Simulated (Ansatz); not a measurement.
HfC in Ansatz: the effect of Hubbard term

HfC:

```
CELL_PARAMETERS angstrom
3.34287 0.00000 0.00000
-1.67143 2.89501 0.00000
0.00000 0.00000 5.20271
ATOMIC_POSITIONS crystal
Hf 0.33333 0.66667 0.25000
Hf 0.66667 0.33333 0.75000
C 0.00000 0.00000 0.50000
C 0.00000 0.00000 0.00000
```

The cell comes from a database or a generator and needn't be the stable form of this composition.

Alike in all runs:

| Quantity | Value |
| --- | --- |
| Program | Ansatz 0.2.0 |
| Task | projected density of states |
| Functional | PBEsol |
| Potentials or basis | Ansatz PAW |
| Cutoff | 420 eV (not typed: the program's choice for these potentials) |
| k mesh | 9 × 9 × 5 |
| Occupations | fermi-dirac, width 0.05 eV |
| Spin | no spin polarisation |
| Hubbard projectors | ortho-atomic (the default) |
| Double counting | fll (the default) |

```csv
Hubbard term,pressure (GPa)
none,-7.4
Hf d U = 1 eV,-6.0
Hf d U = 2 eV,-4.6
Hf d U = 3 eV,?
Hf d U = 4 eV,-1.5
Hf d U = 5 eV,0.1
Hf d U = 6 eV,1.9
Hf d U = 8 eV,5.9
```

Problem. What does the run with Hubbard term Hf d U = 3 eV give?

Solution. Pressure -3.1 GPa.

Worked out: A parabola through the other rows of the pressure, of slope 1.55 GPa per eV there, gives -3.1 GPa, against the run's -3.1.

Caveats: the PAW data sets come from PBE, with cores solved anew for the run's functional, which leaves a small shift of forces and pressure; U without spin polarisation on a metal has little footing (some runs); the U is typed as a test and isn't derived for this compound (some runs).
